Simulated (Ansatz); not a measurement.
# MgO: comparing deformations

All numbers below come from Ansatz 0.2.0, DFT PBE, scalar-relativistic, plane waves, PAW. Settings: plane waves to 420 eV, k-mesh 10×10×10 (Γ-centred), Gaussian smearing 0.05 eV. No spin polarisation. Energies are free energies at this smearing, counted from the undisturbed cell; pressure is positive in compression.

Zero of the scan (relaxed at this level):

```xyz
2
Lattice="0.0000 2.1269 2.1269 2.1269 0.0000 2.1269 2.1269 2.1269 0.0000" Properties=species:S:1:pos:R:3 pbc="T T T"
Mg    0.0000    0.0000    0.0000
O     2.1269    2.1269    2.1269
```

The cell is strained by ε times a Voigt pattern (xx, yy, zz, yz, xz, xy; engineering shear) with fractional coordinates fixed. τ = (1/V0) dE/dε comes from the stress tensor. Of each scan, only the three points used here are listed.

| pattern | ε | τ (GPa) |
| --- | --- | --- |
| (0, 0, 1, 0, 0, 0) | -0.0150 | -4.40 |
| (0, 0, 1, 0, 0, 0) | 0.0000 | 0.00 |
| (0, 0, 1, 0, 0, 0) | 0.0150 | 3.65 |
| (1, 1, 0, 0, 0, 0) | -0.0250 | -20.50 |
| (1, 1, 0, 0, 0, 0) | 0.0000 | 0.00 |
| (1, 1, 0, 0, 0, 0) | 0.0250 | 15.59 |

**Question.** Which constants do the scans give, and which deformation costs least for the same size of strain tensor?

**Answer.** The slope dτ/dε at zero (parabola through three points) is pᵀCp: (0, 0, 1, 0, 0, 0) gives C11 = 268 GPa; (1, 1, 0, 0, 0, 0) gives 2(C11 + C12) = 722 GPa. The size of the strain tensor, ε:ε, is ε² times 1.0, 2.0. Per unit of it the stiffnesses are 268, 361 GPa, so (0, 0, 1, 0, 0, 0) is the softest of these: at ε:ε = (1 %)² the quadratic term costs 0.81 meV/atom against 1.08 for the stiffest.

**Question.** What else follows for this cubic crystal?

**Answer.** From the unrounded slopes C11 = 268.2 and C12 = 92.6 GPa, so B = (C11 + 2 C12)/3 = 151 GPa and the Poisson ratio for a pull along a cube edge is C12/(C11 + C12) = 0.26.